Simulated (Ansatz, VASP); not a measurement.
# Pt: VASP beside Ansatz

```
Pt
1.0
     0.00000    1.96090    1.96090
     1.96090    0.00000    1.96090
     1.96090    1.96090    0.00000
Pt
1
Direct
  0.00000 0.00000 0.00000
```

Alike in both runs: task relaxation of cell and atoms; functional BLYP; dispersion D3(BJ); k mesh 12 × 12 × 12; occupations fermi-dirac, width 0.05 eV; no spin polarisation.

|  | VASP | Ansatz |
| --- | --- | --- |
| version | VASP 6.6.1 | Ansatz 0.2.0 |
| potentials or method | VASP PAW PBE potentials, release 64 (Pt) | Ansatz PAW |
| plane-wave cutoff (eV) | 600 | 420 |
| valence electrons in the cell | 10 | 18 |

Ansatz gave:

| Item | Value |
| --- | --- |
| relaxed volume (Å³/atom) | 15.37 |
| relaxed cell length with the largest relative difference (Å) | 2.791 |
| energy change over the relaxation (meV/atom) | -5 |

What did VASP give for the same quantities?

Relaxed volume (Å³/atom): 15.46; relaxed cell length with the largest relative difference (Å): 2.796; energy change over the relaxation (meV/atom): -8.

The two sets of potentials don't hold the same shells in valence.

Caveats: the PAW data sets were made with another functional, which shifts forces and pressure a little (VASP); pairwise dispersion overbinds metals, which lowers pressure and volume (VASP); the plane-wave basis is chosen anew once the cell has moved, so the energies of steps on either side of that aren't comparable (Ansatz); the PAW data sets come from PBE, with cores solved anew for the run's functional, which leaves a small shift of forces and pressure (Ansatz). Zero-point motion and thermal expansion aren't in these numbers. The runs have no spin-orbit coupling, so splittings on Pt are missing.
